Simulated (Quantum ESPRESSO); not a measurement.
# BN (P6_3mc) in Quantum ESPRESSO: notebook, part 2 of 6

Quantum ESPRESSO 7.5.

### Step 3. Phonons, PBE

Input file pw.in:

```
&CONTROL
  calculation = 'scf'
  prefix = 'pwscf'
  outdir = './tmp'
  pseudo_dir = './pseudo'
  tprnfor = .true.
  tstress = .true.
  disk_io = 'low'
/
&SYSTEM
  ibrav = 0
  celldm(1) = 8
  nat = 4
  ntyp = 2
  ecutwfc = 84
  nbnd = 14
  occupations = 'smearing'
  smearing = 'fd'
  degauss = 0.00367493
/
&ELECTRONS
  conv_thr = 8d-10
  electron_maxstep = 120
  mixing_beta = 0.5
/
ATOMIC_SPECIES
N     14.0070 N.upf
B     10.8100 B.upf
CELL_PARAMETERS alat
  0.6032807982561   0.0000000000000   0.0000000000000
 -0.3016403991399   0.5224564969044   0.0000000000000
  0.0000000000000   0.0000000000000   0.9984497898131
ATOMIC_POSITIONS crystal
N      0.3333333333    0.6666666667    0.1252760000
N      0.6666666667    0.3333333333    0.6252760000
B      0.3333333333    0.6666666667    0.4997240000
B      0.6666666667    0.3333333333    0.9997240000
K_POINTS automatic
8 8 4 0 0 1
```

Input file relax.in:

```
&CONTROL
  calculation = 'vc-relax'
  prefix = 'pwscf'
  outdir = './tmp'
  pseudo_dir = './pseudo'
  tprnfor = .true.
  tstress = .true.
  disk_io = 'low'
  nstep = 40
  forc_conv_thr = 0.0001
  etot_conv_thr = 1d-06
/
&SYSTEM
  ibrav = 0
  celldm(1) = 8
  nat = 4
  ntyp = 2
  ecutwfc = 84
  nbnd = 14
  occupations = 'smearing'
  smearing = 'fd'
  degauss = 0.00367493
/
&ELECTRONS
  conv_thr = 8d-10
  electron_maxstep = 120
  mixing_beta = 0.5
/
&IONS
  ion_dynamics = 'bfgs'
/
&CELL
  cell_dynamics = 'bfgs'
  press = 0
  press_conv_thr = 0.2
/
ATOMIC_SPECIES
N     14.0070 N.upf
B     10.8100 B.upf
CELL_PARAMETERS alat
  0.6032807982561   0.0000000000000   0.0000000000000
 -0.3016403991399   0.5224564969044   0.0000000000000
  0.0000000000000   0.0000000000000   0.9984497898131
ATOMIC_POSITIONS crystal
N      0.3333333333    0.6666666667    0.1252760000
N      0.6666666667    0.3333333333    0.6252760000
B      0.3333333333    0.6666666667    0.4997240000
B      0.6666666667    0.3333333333    0.9997240000
K_POINTS automatic
8 8 4 0 0 1
```

Input file scf2.in:

```
&CONTROL
  calculation = 'scf'
  prefix = 'pwscf'
  outdir = './tmp'
  pseudo_dir = './pseudo'
  tprnfor = .true.
  tstress = .true.
  disk_io = 'low'
/
&SYSTEM
  ibrav = 0
  celldm(1) = 8
  nat = 4
  ntyp = 2
  ecutwfc = 84
  nbnd = 14
  occupations = 'fixed'
/
&ELECTRONS
  conv_thr = 1d-13
  electron_maxstep = 120
  mixing_beta = 0.5
  startingpot = 'file'
  startingwfc = 'file'
/
ATOMIC_SPECIES
N     14.0070 N.upf
B     10.8100 B.upf
CELL_PARAMETERS alat
  0.6032396062683   0.0000000000136   0.0000000000000
 -0.3016198031460   0.5224208235905   0.0000000000000
  0.0000000000000   0.0000000000000   0.9974744159178
ATOMIC_POSITIONS crystal
N      0.3333333334    0.6666666668    0.1252004895
N      0.6666666668    0.3333333334    0.6252004895
B      0.3333333334    0.6666666668    0.4997995105
B      0.6666666668    0.3333333334    0.9997995105
K_POINTS automatic
8 8 4 0 0 1
```

Input file ph.in:

```
phonons of BN
&INPUTPH
  prefix = 'pwscf'
  outdir = './tmp'
  tr2_ph = 1d-18
  fildyn = 'dyn'
  niter_ph = 90
  alpha_mix(1) = 0.7
  epsil = .true.
/
0.0000000000 0.0000000000 0.0000000000
```

Input file dynmat.in:

```
&INPUT
  fildyn = 'dyn'
  asr = 'crystal'
  lperm = .true.
  filout = 'dynmat.disp'
  fileig = 'dynmat.eig'
/
```

Input file dynmat_lo.in:

```
&INPUT
  fildyn = 'dyn'
  asr = 'crystal'
  filout = 'dynmat_lo.disp'
  fileig = 'dynmat_lo.eig'
  q(1) = 0
  q(2) = 0
  q(3) = 1
/
```

Potentials or basis: PseudoDojo 0.4.1 SR PBE standard.

On the command line:

```
> OMP_NUM_THREADS=1 mpirun -n 4 pw.x -nk 4 -in pw.in > pw.out
> OMP_NUM_THREADS=1 mpirun -n 4 pw.x -nk 4 -in relax.in > relax.out
> OMP_NUM_THREADS=1 mpirun -n 4 pw.x -nk 4 -in scf2.in > scf2.out
> OMP_NUM_THREADS=1 mpirun -n 4 ph.x -nk 4 -in ph.in > ph.out
> OMP_NUM_THREADS=1 mpirun -n 1 dynmat.x -in dynmat.in > dynmat.out
> OMP_NUM_THREADS=1 mpirun -n 1 dynmat.x -in dynmat_lo.in > dynmat_lo.out
```

pw.out:

```text
This program is part of the open-source Quantum ESPRESSO suite
     for quantum simulation of materials; please cite
         "P. Giannozzi et al., J. Phys.:Condens. Matter 21 395502 (2009);
         "P. Giannozzi et al., J. Phys.:Condens. Matter 29 465901 (2017);
         "P. Giannozzi et al., J. Chem. Phys. 152 154105 (2020);
     in publications or presentations arising from this work. More details at

     Message from routine setup:
     using ibrav=0 with symmetry is DISCOURAGED, use correct ibrav instead

     K-points division:     npool     =       4
     Subspace diagonalization in iterative solution of the eigenvalue problem:
     a serial algorithm will be used

     G-vector sticks info
     --------------------
     sticks:   dense  smooth     PW     G-vecs:    dense   smooth      PW
     Sum         547     547    163                16733    16733    2779

     Using Slab Decomposition

     bravais-lattice index     =            0
     lattice parameter (alat)  =       8.0000  a.u.
     unit-cell volume          =     161.1261 (a.u.)^3
     number of atoms/cell      =            4
     number of atomic types    =            2
     number of electrons       =        16.00
     number of Kohn-Sham states=           14
     kinetic-energy cutoff     =      84.0000  Ry
     charge density cutoff     =     336.0000  Ry
     scf convergence threshold =      8.0E-10
     mixing beta               =       0.5000
     number of iterations used =            8  plain     mixing
     Exchange-correlation= PBE
                           (   1   4   3   4   0   0   0)

     celldm(1)=   8.000000  celldm(2)=   0.000000  celldm(3)=   0.000000
     celldm(4)=   0.000000  celldm(5)=   0.000000  celldm(6)=   0.000000

     crystal axes: (cart. coord. in units of alat)
               a(1) = (   0.603281   0.000000   0.000000 )
               a(2) = (  -0.301640   0.522456   0.000000 )
               a(3) = (   0.000000   0.000000   0.998450 )

     reciprocal axes: (cart. coord. in units 2 pi/alat)
               b(1) = (  1.657603  0.957017 -0.000000 )
               b(2) = (  0.000000  1.914035  0.000000 )
               b(3) = (  0.000000 -0.000000  1.001553 )

     PseudoPot. # 1 for N  read from file:
     N.upf
     Pseudo is Norm-conserving + core correction, Zval =  5.0
     Generated using ONCVPSP code by D. R. Hamann
     Using radial grid of 1058 points,  4 beta functions with:
                l(1) =   0
                l(2) =   0
                l(3) =   1
                l(4) =   1

     PseudoPot. # 2 for B  read from file:
     B.upf
     Pseudo is Norm-conserving + core correction, Zval =  3.0
     Generated using ONCVPSP code by D. R. Hamann
     Using radial grid of 1534 points,  4 beta functions with:
                l(1) =   0
                l(2) =   0
                l(3) =   1
                l(4) =   1

     atomic species   valence    mass     pseudopotential
     N                 5.00    14.00700     N ( 1.00)
     B                 3.00    10.81000     B ( 1.00)

     12 Sym. Ops. (no inversion) found ( 6 have fractional translation)

   Cartesian axes

     site n.     atom                  positions (alat units)
         1        N      tau(   1) = (  -0.0000000   0.3483043   0.1250818  )
         2        N      tau(   2) = (   0.3016404   0.1741522   0.6243067  )
         3        B      tau(   3) = (  -0.0000000   0.3483043   0.4989493  )
         4        B      tau(   4) = (   0.3016404   0.1741522   0.9981742  )

     number of k points=    20  Fermi-Dirac smearing, width (Ry)=  0.0037
                       cart. coord. in units 2pi/alat
        k(    1) = (   0.0000000   0.0000000   0.1251941), wk =   0.0156250
        k(    2) = (   0.0000000   0.0000000   0.3755822), wk =   0.0156250
        k(    3) = (   0.0000000   0.2392544   0.1251941), wk =   0.0937500
        k(    4) = (   0.0000000   0.2392544   0.3755822), wk =   0.0937500
        k(    5) = (   0.0000000   0.4785087   0.1251941), wk =   0.0937500
        k(    6) = (   0.0000000   0.4785087   0.3755822), wk =   0.0937500
[... 12 lines left out ...]
        k(   19) = (   0.4144007   0.9570175   0.1251941), wk =   0.0937500
        k(   20) = (   0.4144007   0.9570175   0.3755822), wk =   0.0937500

     Dense  grid:    16733 G-vectors     FFT dimensions: (  30,  30,  48)

     Initial potential from superposition of free atoms

     starting charge      15.9995, renormalised to      16.0000
     Starting wfcs are   16 randomized atomic wfcs

     Self-consistent Calculation

     iteration #  1     ecut=    84.00 Ry     beta= 0.50
     Davidson diagonalization with overlap
     ethr =  1.00E-02,  avg # of iterations =  3.0

     total energy              =     -53.52789882 Ry
     estimated scf accuracy    <       0.42173572 Ry

     iteration #  2     ecut=    84.00 Ry     beta= 0.50
     Davidson diagonalization with overlap
     ethr =  2.64E-03,  avg # of iterations =  2.0

     total energy              =     -53.60352950 Ry
     estimated scf accuracy    <       0.03806323 Ry

     iteration #  3     ecut=    84.00 Ry     beta= 0.50
     Davidson diagonalization with overlap
     ethr =  2.38E-04,  avg # of iterations =  1.9
[... 36 lines left out ...]
     total energy              =     -53.60612368 Ry
     estimated scf accuracy    <       0.00000006 Ry

     iteration #  9     ecut=    84.00 Ry     beta= 0.50
     Davidson diagonalization with overlap
     ethr =  3.56E-10,  avg # of iterations =  2.0

     total energy              =     -53.60612370 Ry
     estimated scf accuracy    <          1.5E-09 Ry

     iteration # 10     ecut=    84.00 Ry     beta= 0.50
     Davidson diagonalization with overlap
     ethr =  9.37E-12,  avg # of iterations =  1.9

     End of self-consistent calculation

          k = 0.0000 0.0000 0.1252 (  2063 PWs)   bands (ev):

    -9.0306  -5.3519   0.8244   9.1106   9.1106  10.3527  11.0441  11.0441
    19.6508  19.6508  19.9570  20.6258  21.9067  22.8459

          k = 0.0000 0.0000 0.3756 (  2100 PWs)   bands (ev):

    -8.2998  -6.9264   3.6750   7.3213   9.6030   9.6030  10.3928  10.3928
    20.4676  20.4676  20.5579  20.6213  21.7501  21.7501

          k = 0.0000 0.2393 0.1252 (  2084 PWs)   bands (ev):

    -8.6952  -5.0841   1.1369   7.6850   8.5357   9.6603  10.2916  10.6844
    19.0820  20.3011  20.3720  21.6045  22.5939  23.2976

          k = 0.0000 0.2393 0.3756 (  2067 PWs)   bands (ev):

    -7.9726  -6.6196   3.8698   7.2452   8.2726   9.0711   9.2505   9.9447
    19.7079  20.6894  21.2579  21.5365  21.9254  22.6507
[... 8 lines left out ...]
    -7.0261  -5.7521   3.9573   5.6305   6.1537   8.0408   8.2242   9.0204
    18.5590  19.6412  21.9063  22.7926  23.2100  24.5645

          k = 0.0000 0.7178 0.1252 (  2095 PWs)   bands (ev):

    -6.2293  -3.6585   2.0665   3.6605   4.6328   6.6020   8.1530   9.1659
    18.0076  19.3055  21.9750  22.4612  23.5681  25.4560

          k = 0.0000 0.7178 0.3756 (  2099 PWs)   bands (ev):

    -5.6304  -4.5984   2.0950   3.1200   6.1981   7.2196   8.1340   8.2543
    17.7991  18.5699  21.4274  22.5637  23.7744  26.1366

          k = 0.0000-0.9570 0.1252 (  2102 PWs)   bands (ev):

    -5.0141  -3.8194   1.4961   3.0719   4.7394   6.2935   7.1087   8.8993
    17.9533  18.7164  22.0544  22.6387  24.1695  24.4931

          k = 0.0000-0.9570 0.3756 (  2092 PWs)   bands (ev):

    -4.6095  -4.0780   1.0168   1.7061   6.7558   6.9194   7.9391   7.9702
    17.6267  18.0271  21.5325  21.6133  24.0229  26.3133

          k = 0.2072 0.3589 0.1252 (  2090 PWs)   bands (ev):

    -8.0375  -4.5874   1.7334   6.0060   6.9660   8.3934   9.7416   9.8017
    19.3593  20.1554  20.9386  22.3573  23.6092  23.6481

          k = 0.2072 0.3589 0.3756 (  2084 PWs)   bands (ev):

    -7.3346  -6.0301   4.0974   6.4662   6.7640   7.7913   8.6111   8.8990
    19.6178  20.6884  21.3305  21.5238  23.3816  23.7630

          k = 0.2072 0.5981 0.1252 (  2098 PWs)   bands (ev):

    -6.7913  -3.8176   2.6089   3.8766   5.2200   6.5379   8.5799   8.8429
    19.0169  20.1086  21.3792  22.8857  24.0563  25.3000
[... 23 lines left out ...]
    -4.8960  -4.0533   2.4257   2.9605   4.6118   5.5149   7.0302   8.3288
    19.6708  19.9159  22.2435  22.7399  24.0105  25.0504

          k = 0.4144 0.9570 0.1252 (  2095 PWs)   bands (ev):

    -4.2979  -3.6236   2.0848   3.6315   3.6758   5.7005   6.0361   6.8429
    17.1110  22.8319  22.8785  24.1636  25.5128  25.9941

          k = 0.4144 0.9570 0.3756 (  2105 PWs)   bands (ev):

    -4.0203  -3.7221   1.9554   2.4332   3.6652   4.8319   7.5495   8.0644
    19.3057  20.8263  21.0562  22.9111  24.9711  25.0285

     the Fermi energy is    13.1844 ev

!    total energy              =     -53.60612370 Ry
     estimated scf accuracy    <          2.4E-10 Ry
     smearing contrib. (-TS)   =       0.00000000 Ry
     internal energy E=F+TS    =     -53.60612370 Ry

     The total energy is F=E-TS. E is the sum of the following terms:
     one-electron contribution =       9.01078099 Ry
     hartree contribution      =       7.27247480 Ry
     xc contribution           =     -17.46048534 Ry
     ewald contribution        =     -52.42889415 Ry

     convergence has been achieved in  10 iterations

     Forces acting on atoms (cartesian axes, Ry/au):

     atom    1 type  1   force =     0.00000000    0.00000000   -0.00058141
     atom    2 type  1   force =     0.00000000    0.00000000   -0.00058141
     atom    3 type  2   force =     0.00000000    0.00000000    0.00058141
     atom    4 type  2   force =     0.00000000   -0.00000000    0.00058141

     Total force =     0.001163     Total SCF correction =     0.000001

     Computing stress (Cartesian axis) and pressure

          total   stress  (Ry/bohr**3)                   (kbar)     P=       -4.33
  -0.00001025  -0.00000000   0.00000000           -1.51       -0.00        0.00
  -0.00000000  -0.00001025   0.00000000           -0.00       -1.51        0.00
   0.00000000   0.00000000  -0.00006776            0.00        0.00       -9.97

=------------------------------------------------------------------------------=
   JOB DONE.
=------------------------------------------------------------------------------=
```

Wall time 2.7 min (4 MPI ranks of Intel Xeon at 2.50GHz (Skylake/Cascade Lake), shared host); peak memory 0.32 GiB.

What came out:

```
Free energy                                             : -729.3486 eV
Relaxed volume                                          : 5.96 Å³/atom
Relaxed cell                                            : a = 2.554 Å, b = 2.554 Å, c = 4.223 Å, α = 90.00°, β = 90.00°, γ = 120.00°
Space group after relaxing (to 0.05 Å)                  : P6_3mc (No. 186)
Pressure after relaxing                                 : 0.0 GPa
Electronic dielectric tensor (diagonal)                 : 4.52, 4.52, 4.67
Born charges (mean of the diagonal)                     : N -1.88; B +1.88 e
Highest phonon frequency at Γ, LO-TO splitting left out : 1113 cm⁻¹
Static dielectric tensor (diagonal)                     : 6.64, 6.64, 7.18
```

Final structure:
```yaml
crystal:
  lattice:
    - [2.55377, 0.00000, 0.00000]
    - [-1.27688, 2.21163, 0.00000]
    - [0.00000, 0.00000, 4.22273]
  atoms:
    - { symbol: N, position: [0.33333, 0.66667, 0.12520] }
    - { symbol: N, position: [0.66667, 0.33333, 0.62520] }
    - { symbol: B, position: [0.33333, 0.66667, 0.49980] }
    - { symbol: B, position: [0.66667, 0.33333, 0.99980] }
```

Phonon frequencies in cm⁻¹ (negative: imaginary):
```
              q point                                    frequencies
(0.000, 0.000, 0.000)  1 1 2 474 474 943 943 953 1009 1043 1043 1113
```

Electronic dielectric tensor:
```
4.52 0.00 0.00
0.00 4.52 0.00
0.00 0.00 4.67
```

Born effective charge tensors (e):
atom 1, N
```
-1.85  0.00  0.00
 0.00 -1.85  0.00
 0.00  0.00 -1.95
```
atom 2, N
```
-1.85  0.00  0.00
 0.00 -1.85  0.00
 0.00  0.00 -1.95
```
atom 3, B
```
1.85 0.00 0.00
0.00 1.85 0.00
0.00 0.00 1.94
```
atom 4, B
```
1.85 0.00 0.00
0.00 1.85 0.00
0.00 0.00 1.94
```

Optical modes at Γ, degenerate ones joined, polar ones without the macroscopic field:
```csv
cm⁻¹,components,symmetry,active in,"IR intensity, summed ((D/Å)²/amu)"
474,2,E2,Raman,0.00
943,2,E2,Raman,0.00
953,1,B1,silent,0.00
1009,1,A1,IR and Raman,28.61
1043,2,E1,IR and Raman,51.66
1113,1,B1,silent,0.00
```

Zone-centre frequencies without and with the macroscopic field along z (cm⁻¹):
|  | optical modes in rising order |
| --- | --- |
| without | 474 474 943 943 953 1009 1043 1043 1113 |
| with the field | 474 474 943 943 953 1043 1043 1113 1251 |

Static dielectric tensor, electrons and zone-centre modes:
```
6.64 0.00 0.00
0.00 6.64 0.00
0.00 0.00 7.18
```

(Part 2 of 6 ends here.)
